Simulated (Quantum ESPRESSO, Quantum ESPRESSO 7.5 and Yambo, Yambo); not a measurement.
**BeTe (F-43m): G0W0 with Yambo, start to end**

Wanted: ground state, empty states, screening and self-energy for BeTe (F-43m).

Main program and level: Quantum ESPRESSO 7.5 and Yambo 5.3.0; PBE and many-body steps on it, plane waves.

**Experimental background.**

- Gap 2.7 eV: absolute (indirect, Gamma to X) gap; bulk crystal (quoted from earlier experiment) (quoted in “The band structure of BeTe - a combined experimental and theoretical study”, 1997, arxiv:cond-mat/9712266).

- Gap 2.8 eV: absolute (indirect, Gamma to X) gap, second literature value; film (quoted from earlier experiment) (quoted in “The band structure of BeTe - a combined experimental and theoretical study”, 1997, arxiv:cond-mat/9712266).

**1. The starting structure**

Symmetry: F-43m, No. 216, cubic system. The conventional cell has a = 5.663 Å, b = 5.663 Å, c = 5.663 Å, α = 90.00°, β = 90.00°, γ = 90.00°. Nearest to Be lie 4 Te at 2.45 Å. Nearest to Te lie 4 Be at 2.45 Å. Farther neighbours and most contacts between anions are not listed.

The cell and positions are those that the Materials Project relaxed with its own functionals (PBE, PBE+U or r2SCAN), kept fixed. Spin-orbit coupling is left out unless a step names it.

**2. Ground state**

This step: Quantum ESPRESSO 7.5; DFT, PBE, plane waves, norm-conserving pseudopotentials.

The ground-state density comes first.

Input file pw.in:

```
&control
  calculation = 'scf'
  prefix = 'x'
  outdir = 'o'
  pseudo_dir = 'pseudo'
/
&system
  ibrav = 0
  nat = 2
  ntyp = 2
  ecutwfc = 88.0
  nbnd = 19
  force_symmorphic = .true.
/
&electrons
  conv_thr = 1e-10
  electron_maxstep = 80
  mixing_beta = 0.5
/
ATOMIC_SPECIES
  Be 9.012 Be.upf
  Te 127.6 Te.upf
CELL_PARAMETERS angstrom
  -0.0000000000 2.8314587876 2.8314587876
  2.8314587876 0.0000000000 2.8314587876
  2.8314587876 2.8314587876 0.0000000000
ATOMIC_POSITIONS crystal
  Be 0.0000000000 0.0000000000 0.0000000000
  Te 0.7500000000 0.7500000000 0.7500000000
K_POINTS automatic
  6 6 6 0 0 0
```

Started as:

```
$ OMP_NUM_THREADS=1 mpirun -n 4 pw.x -nk 4 -in pw.in > pw.out
```

The program printed:

```text
Program PWSCF v.7.5 starts

     This program is part of the open-source Quantum ESPRESSO suite
     for quantum simulation of materials; please cite
         "P. Giannozzi et al., J. Phys.:Condens. Matter 21 395502 (2009);
         "P. Giannozzi et al., J. Phys.:Condens. Matter 29 465901 (2017);
         "P. Giannozzi et al., J. Chem. Phys. 152 154105 (2020);
     in publications or presentations arising from this work. More details at
     Message from routine setup:
     using ibrav=0 with symmetry is DISCOURAGED, use correct ibrav instead

     G-vector sticks info

     bravais-lattice index     =            0
     lattice parameter (alat)  =       7.5670  a.u.
     unit-cell volume          =     306.3778 (a.u.)^3
     number of atoms/cell      =            2
     number of atomic types    =            2
     number of electrons       =        28.00
     number of Kohn-Sham states=           19
     kinetic-energy cutoff     =      88.0000  Ry
     charge density cutoff     =     352.0000  Ry
     scf convergence threshold =      1.0E-10
     mixing beta               =       0.5000
     number of iterations used =            8  plain     mixing
     Exchange-correlation= PBE
                           (   1   4   3   4   0   0   0)

     celldm(1)=   7.567007  celldm(2)=   0.000000  celldm(3)=   0.000000
     celldm(4)=   0.000000  celldm(5)=   0.000000  celldm(6)=   0.000000

     crystal axes: (cart. coord. in units of alat)
               a(1) = (  -0.000000   0.707107   0.707107 )
               a(2) = (   0.707107   0.000000   0.707107 )
               a(3) = (   0.707107   0.707107   0.000000 )

     reciprocal axes: (cart. coord. in units 2 pi/alat)
               b(1) = ( -0.707107  0.707107  0.707107 )
               b(2) = (  0.707107 -0.707107  0.707107 )
               b(3) = (  0.707107  0.707107 -0.707107 )
     Pseudo is Norm-conserving, Zval =  4.0
     Generated using ONCVPSP code by D. R. Hamann
     Using radial grid of 1358 points,  4 beta functions with:
     Pseudo is Norm-conserving + core correction, Zval = 24.0
     Generated using ONCVPSP code by D. R. Hamann
     Using radial grid of 1294 points,  8 beta functions with:
     Be                4.00     9.01200     Be( 1.00)
     Te               24.00   127.60000     Te( 1.00)

     24 Sym. Ops. (no inversion) found

   Cartesian axes

     site n.     atom                  positions (alat units)
         1        Be     tau(   1) = (   0.0000000   0.0000000   0.0000000  )
         2        Te     tau(   2) = (   1.0606602   1.0606602   1.0606602  )

     number of k points=    16
                       cart. coord. in units 2pi/alat
        k(    1) = (   0.0000000   0.0000000   0.0000000), wk =   0.0092593
        k(    2) = (   0.1178511   0.1178511  -0.1178511), wk =   0.0740741
        k(    3) = (   0.2357023   0.2357023  -0.2357023), wk =   0.0740741
        k(    4) = (  -0.3535534  -0.3535534   0.3535534), wk =   0.0370370
        k(    5) = (   0.2357023   0.0000000  -0.0000000), wk =   0.0555556
        k(    6) = (   0.3535534   0.1178511  -0.1178511), wk =   0.2222222
        k(    7) = (  -0.2357023  -0.4714045   0.4714045), wk =   0.2222222
        k(    8) = (  -0.1178511  -0.3535534   0.3535534), wk =   0.2222222
        k(    9) = (   0.0000000  -0.2357023   0.2357023), wk =   0.1111111
        k(   10) = (   0.4714045   0.0000000  -0.0000000), wk =   0.0555556
     [... 4 further rows ...]
        k(   15) = (  -0.1178511  -0.3535534   0.5892557), wk =   0.2222222
        k(   16) = (  -0.7071068   0.2357023   0.0000000), wk =   0.1111111

     Dense  grid:    34327 G-vectors     FFT dimensions: (  45,  45,  45)

     Initial potential from superposition of free atoms

     starting charge      27.9996, renormalised to      28.0000
     Starting wfcs are   15 randomized atomic wfcs +    4 random wfcs

     per-process dynamical memory:    27.1 Mb

     Self-consistent Calculation

     iteration #  1     ecut=    88.00 Ry     beta= 0.50

     Threshold (ethr) on eigenvalues was too large:
     Diagonalizing with lowered threshold

     total energy              =    -588.95475943 Ry
     estimated scf accuracy    <       0.03227431 Ry

     iteration #  2     ecut=    88.00 Ry     beta= 0.50

     total energy              =    -588.95643516 Ry
     estimated scf accuracy    <       0.00414585 Ry

     iteration #  3     ecut=    88.00 Ry     beta= 0.50

     total energy              =    -588.95666792 Ry
     estimated scf accuracy    <       0.00028314 Ry

     iteration #  4     ecut=    88.00 Ry     beta= 0.50

     total energy              =    -588.95669241 Ry
     estimated scf accuracy    <       0.00001333 Ry

     iteration #  5     ecut=    88.00 Ry     beta= 0.50

     total energy              =    -588.95669469 Ry
     estimated scf accuracy    <       0.00000053 Ry

     iteration #  6     ecut=    88.00 Ry     beta= 0.50

     total energy              =    -588.95669488 Ry
     estimated scf accuracy    <       0.00000001 Ry

     iteration #  7     ecut=    88.00 Ry     beta= 0.50

     total energy              =    -588.95669489 Ry
     estimated scf accuracy    <          4.4E-09 Ry

     iteration #  8     ecut=    88.00 Ry     beta= 0.50

     total energy              =    -588.95669489 Ry
     estimated scf accuracy    <          3.4E-10 Ry

     iteration #  9     ecut=    88.00 Ry     beta= 0.50

     End of self-consistent calculation

          k = 0.0000 0.0000 0.0000 (  4279 PWs)   bands (ev):

  -150.4589-100.4840-100.4840-100.4840 -91.9314 -27.7629 -27.7629 -27.7629
   -27.7508 -27.7508  -3.7514   8.4384   8.4384   8.4384  12.0832  12.0832
    12.0832  12.1482  16.7384

          k = 0.1179 0.1179-0.1179 (  4285 PWs)   bands (ev):

  -150.4589-100.4840-100.4840-100.4840 -91.9314 -27.7621 -27.7621 -27.7621
   -27.7510 -27.7510  -3.4996   6.4828   8.0719   8.0719  11.8896  12.6145
    12.6145  14.1380  17.3592

          k = 0.2357 0.2357-0.2357 (  4272 PWs)   bands (ev):

  -150.4589-100.4840-100.4840-100.4840 -91.9313 -27.7612 -27.7606 -27.7606
   -27.7506 -27.7506  -2.8730   4.0717   7.5445   7.5445  11.6015  13.0798
    13.0798  16.1943  17.7324

          k =-0.3536-0.3536 0.3536 (  4314 PWs)   bands (ev):

     [... further k-points ...]

     highest occupied, lowest unoccupied level (ev):     8.4384   10.4653

!    total energy              =    -588.95669489 Ry
     estimated scf accuracy    <          3.5E-11 Ry

     The total energy is the sum of the following terms:
     one-electron contribution =    -453.99447766 Ry
     hartree contribution      =     210.24226870 Ry
     xc contribution           =     -77.18162023 Ry
     ewald contribution        =    -268.02286570 Ry

     convergence has been achieved in   9 iterations

     XML data file, charge density, pseudopotentials, collected wavefunctions

=------------------------------------------------------------------------------=
   JOB DONE.
=------------------------------------------------------------------------------=
```

The job ended after 7 s (4 MPI ranks of Arm Neoverse V1, shared host; peak memory 0.27 GiB; 28 s of CPU time).

This step gave:

```yaml
total_energy: -8013.1641 eV
gap: 2.027 eV
k_of_the_valence_top: 0, 0, 0
k_of_the_conduction_bottom: 0, -0.5, -0.5
least_direct_gap: 3.645 eV
```

The gap is indirect, with the least direct gap 1.62 eV higher.

**3. Bands along the symmetry lines**

The cheap functional maps the bands first; the places of the edges decide which points the dearer methods must see.

Input file pw.in:

```
&control
  calculation = 'bands'
  prefix = 'x'
  outdir = 'o'
  pseudo_dir = 'pseudo'
/
&system
  ibrav = 0
  nat = 2
  ntyp = 2
  ecutwfc = 88.0
  nbnd = 20
  force_symmorphic = .true.
/
&electrons
  conv_thr = 1e-9
  electron_maxstep = 80
  diago_full_acc = .true.
  diago_thr_init = 5e-6
/
ATOMIC_SPECIES
  Be 9.012 Be.upf
  Te 127.6 Te.upf
CELL_PARAMETERS angstrom
  -0.0000000000 2.8314587876 2.8314587876
  2.8314587876 0.0000000000 2.8314587876
  2.8314587876 2.8314587876 0.0000000000
ATOMIC_POSITIONS crystal
  Be 0.0000000000 0.0000000000 0.0000000000
  Te 0.7500000000 0.7500000000 0.7500000000
K_POINTS crystal
  50
  0.00000000 0.00000000 0.00000000 1
  -0.06250000 -0.06250000 0.00000000 1
  -0.12500000 -0.12500000 0.00000000 1
  -0.18750000 -0.18750000 0.00000000 1
  -0.25000000 -0.25000000 0.00000000 1
  -0.31250000 -0.31250000 0.00000000 1
  -0.37500000 -0.37500000 0.00000000 1
  -0.43750000 -0.43750000 0.00000000 1
  -0.50000000 -0.50000000 0.00000000 1
  -0.48437500 -0.48437500 0.03125000 1
  -0.46875000 -0.46875000 0.06250000 1
  -0.45312500 -0.45312500 0.09375000 1
  -0.43750000 -0.43750000 0.12500000 1
  -0.42187500 -0.42187500 0.15625000 1
  -0.40625000 -0.40625000 0.18750000 1
  -0.39062500 -0.39062500 0.21875000 1
  -0.37500000 -0.37500000 0.25000000 1
  -0.37500000 0.00000000 0.37500000 1
  -0.32812500 0.00000000 0.32812500 1
  -0.28125000 0.00000000 0.28125000 1
  -0.23437500 0.00000000 0.23437500 1
  -0.18750000 0.00000000 0.18750000 1
  -0.14062500 0.00000000 0.14062500 1
  -0.09375000 0.00000000 0.09375000 1
  -0.04687500 0.00000000 0.04687500 1
  0.00000000 0.00000000 0.00000000 1
  0.00000000 0.00000000 0.06250000 1
  0.00000000 0.00000000 0.12500000 1
  0.00000000 0.00000000 0.18750000 1
  0.00000000 0.00000000 0.25000000 1
  0.00000000 0.00000000 0.31250000 1
  0.00000000 0.00000000 0.37500000 1
  0.00000000 0.00000000 0.43750000 1
  -0.00000000 -0.00000000 0.50000000 1
  -0.06250000 -0.03125000 0.46875000 1
  -0.12500000 -0.06250000 0.43750000 1
  -0.18750000 -0.09375000 0.40625000 1
  -0.25000000 -0.12500000 0.37500000 1
  -0.31250000 -0.15625000 0.34375000 1
  -0.37500000 -0.18750000 0.31250000 1
  -0.43750000 -0.21875000 0.28125000 1
  -0.50000000 -0.25000000 0.25000000 1
  -0.50000000 -0.28125000 0.21875000 1
  -0.50000000 -0.31250000 0.18750000 1
  -0.50000000 -0.34375000 0.15625000 1
  -0.50000000 -0.37500000 0.12500000 1
  -0.50000000 -0.40625000 0.09375000 1
  -0.50000000 -0.43750000 0.06250000 1
  -0.50000000 -0.46875000 0.03125000 1
  -0.50000000 -0.50000000 0.00000000 1
```

The program printed:

```text
[banner, memory and clock lines left out]
Program PWSCF v.7.5 starts

     Atomic positions and unit cell read from directory:
     o/x.save/

     Message from routine setup:
     using ibrav=0 with symmetry is DISCOURAGED, use correct ibrav instead

     G-vector sticks info

     bravais-lattice index     =            0
     lattice parameter (alat)  =       7.5670  a.u.
     unit-cell volume          =     306.3778 (a.u.)^3
     number of atoms/cell      =            2
     number of atomic types    =            2
     number of electrons       =        28.00
     number of Kohn-Sham states=           20
     kinetic-energy cutoff     =      88.0000  Ry
     charge density cutoff     =     352.0000  Ry
     Exchange-correlation= PBE
                           (   1   4   3   4   0   0   0)

     celldm(1)=   7.567007  celldm(2)=   0.000000  celldm(3)=   0.000000
     celldm(4)=   0.000000  celldm(5)=   0.000000  celldm(6)=   0.000000

     crystal axes: (cart. coord. in units of alat)
               a(1) = (  -0.000000   0.707107   0.707107 )
               a(2) = (   0.707107   0.000000   0.707107 )
               a(3) = (   0.707107   0.707107   0.000000 )

     reciprocal axes: (cart. coord. in units 2 pi/alat)
               b(1) = ( -0.707107  0.707107  0.707107 )
               b(2) = (  0.707107 -0.707107  0.707107 )
               b(3) = (  0.707107  0.707107 -0.707107 )
     Pseudo is Norm-conserving, Zval =  4.0
     Generated using ONCVPSP code by D. R. Hamann
     Using radial grid of 1358 points,  4 beta functions with:
     Pseudo is Norm-conserving + core correction, Zval = 24.0
     Generated using ONCVPSP code by D. R. Hamann
     Using radial grid of 1294 points,  8 beta functions with:
     Be                4.00     9.01200     Be( 1.00)
     Te               24.00   127.60000     Te( 1.00)

     24 Sym. Ops. (no inversion) found

   Cartesian axes

     site n.     atom                  positions (alat units)
         1        Be     tau(   1) = (   0.0000000   0.0000000   0.0000000  )
         2        Te     tau(   2) = (   1.0606602   1.0606602   1.0606602  )

     number of k points=    50
                       cart. coord. in units 2pi/alat
        k(    1) = (   0.0000000   0.0000000   0.0000000), wk =   0.0400000
        k(    2) = (   0.0000000   0.0000000  -0.0883883), wk =   0.0400000
        k(    3) = (   0.0000000   0.0000000  -0.1767767), wk =   0.0400000
[...]
[... 38 further rows ...]
        k(   49) = (   0.0441942  -0.0000000  -0.7071068), wk =   0.0400000
        k(   50) = (   0.0000000   0.0000000  -0.7071068), wk =   0.0400000

     Dense  grid:    34327 G-vectors     FFT dimensions: (  45,  45,  45)

     The potential is recalculated from file :
     o/x.save/charge-density

     Starting wfcs are   15 randomized atomic wfcs +    5 random wfcs

     Band Structure Calculation

     End of band structure calculation

          k = 0.0000 0.0000 0.0000 (  4279 PWs)   bands (ev):

  -150.4588-100.4840-100.4840-100.4840 -91.9314 -27.7629 -27.7629 -27.7629
   -27.7508 -27.7508  -3.7514   8.4384   8.4384   8.4384  12.0832  12.0832
    12.0832  12.1482  16.7384  18.8475

          k = 0.0000 0.0000-0.0884 (  4288 PWs)   bands (ev):

  -150.4588-100.4840-100.4840-100.4840 -91.9314 -27.7629 -27.7626 -27.7626
   -27.7512 -27.7507  -3.7028   8.1040   8.2469   8.2469  11.9582  12.3498
    12.3498  12.5090  16.8821  17.8902

          k = 0.0000 0.0000-0.1768 (  4280 PWs)   bands (ev):

  -150.4588-100.4840-100.4840-100.4840 -91.9314 -27.7628 -27.7618 -27.7618
   -27.7513 -27.7504  -3.5595   7.3486   7.8013   7.8013  11.7058  13.0178
    13.0178  13.1562  16.6059  17.5977

          k =-0.0000 0.0000-0.2652 (  4264 PWs)   bands (ev):

[...]
k = 0.0000 0.0000-0.3536 (  4256 PWs)   bands (ev):

[...]
k = 0.0000-0.0000-0.4419 (  4260 PWs)   bands (ev):

[...]
k =-0.0000 0.0000-0.5303 (  4276 PWs)   bands (ev):

[...]
k = 0.0000-0.0000-0.6187 (  4272 PWs)   bands (ev):

[...]
k = 0.5303-0.0000-0.5303 (  4272 PWs)   bands (ev):

[...]
k = 0.0000 0.0000 0.0000 (  4279 PWs)   bands (ev):

[...]
k = 0.1326 0.0000-0.7071 (  4260 PWs)   bands (ev):

[...]
k = 0.0884-0.0000-0.7071 (  4258 PWs)   bands (ev):

[...]
k = 0.0442-0.0000-0.7071 (  4258 PWs)   bands (ev):

  -150.4588-100.4840-100.4840-100.4840 -91.9314 -27.7637 -27.7567 -27.7566
   -27.7527 -27.7484  -1.9773   3.4354   5.8247   5.8357  10.5359  11.2155
    17.9953  18.0036  19.8361  21.0507

          k = 0.0000 0.0000-0.7071 (  4264 PWs)   bands (ev):

  -150.4588-100.4840-100.4840-100.4840 -91.9314 -27.7640 -27.7567 -27.7567
   -27.7528 -27.7484  -1.9784   3.4227   5.8607   5.8607  10.4653  11.1494
    18.0844  18.0844  19.9022  21.2690

     XML data file, pseudopotentials, collected wavefunctions
```

Run time: 5.7 s. Hardware: 4 MPI ranks; peak memory 0.24 GiB.

This step gave:

- gap: 2.027 eV
- k of the valence top: 0, 0, 0
- k of the conduction bottom: -0.5, -0.5, 0
- least direct gap: 3.645 eV

The gap is 2.027 eV, as in the run before at this level.

The electronic bands at the labelled points (eV, zero at the top of the highest filled band):

```csv
point,band 11,band 12,band 13,band 14,band 15,band 16,band 17,band 18
Γ,-12.19,0.00,0.00,0.00,3.64,3.64,3.64,3.71
halfway,-11.47,-2.86,-1.63,-1.63,2.65,4.41,6.43,6.43
X,-10.42,-5.02,-2.58,-2.58,2.03,2.71,9.65,9.65
halfway,-10.41,-4.92,-3.06,-2.47,2.35,3.37,9.06,9.11
U,-10.44,-4.67,-3.78,-2.17,2.75,5.28,7.86,8.13
jump to K,-10.44,-4.67,-3.78,-2.17,2.75,5.28,7.86,8.13
halfway,-11.41,-3.47,-2.20,-0.65,4.05,4.68,5.21,6.25
Γ,-12.19,0.00,0.00,0.00,3.64,3.64,3.64,3.71
halfway,-11.65,-3.26,-0.65,-0.65,3.29,4.51,4.51,6.96
L,-10.89,-5.43,-1.10,-1.10,3.05,4.62,4.62,7.84
halfway,-10.66,-5.01,-2.83,-1.85,4.21,4.41,6.65,7.73
W,-10.39,-4.50,-3.60,-3.12,5.30,5.54,5.60,6.15
halfway,-10.40,-4.82,-3.05,-2.87,3.05,3.67,8.22,8.40
X,-10.42,-5.02,-2.58,-2.58,2.03,2.71,9.65,9.65
```

The electronic bands as a text plot (rows in eV, shown from -8.0 to 7.9 only):

```
    7.6 |    +  ++        ++                 +++++    ++
    6.9 |                  +++              +         +++   +
    6.3 |     ++            +++++++        +            ++++
    5.6 |    +            +   ++   ++                +    +
    4.9 |  +++           +      +++      ++  ++++++++  +++ ++
    4.3 | +++ ++                ++++++  +++++     ++++++    +
    3.6 |++     ++     ++   ++++   ++++++++++       ++       +
    2.9 |  +++++  +++++  +++                 +++++++         ++++
    2.3 |       +++++++++                                      ++
    1.6 |
    1.0 |
    0.3 |*                           ***
   -0.4 | ***                   ******  *****
   -1.0 |  ***                **   **    **  ********
   -1.7 |    ***           ***   ****               ***
   -2.4 |       ***********     ***        *         * **      **
   -3.0 |     **      ***     **            *         ** *******
   -3.7 |       **       *****  *                       *****
   -4.4 |         *       ******             **         *****
   -5.0 |          *******                     **   ****     ****
   -5.7 |                                        ***
   -6.3 |
   -7.0 |
   -7.7 |
         Γ           X  U|K            Γ         L        W     X
```

[end of part 1 of 3]

[Paths, hosts, dates, memory and timing lines, banners, echoed tables and standing remarks are left out of the program output.]

[Logs are printed without paths, hosts, clocks, repeated set-up lines and the standing remarks that a program may print on its own settings, such as how far it seeks lower states.]

[Runs of the session that timed out or met a known fault of the program may be left out.]

[Hosts, paths, dates, database ids (printed as entryN), source tags and the programs' standing remarks are cut or masked in the printed files.]
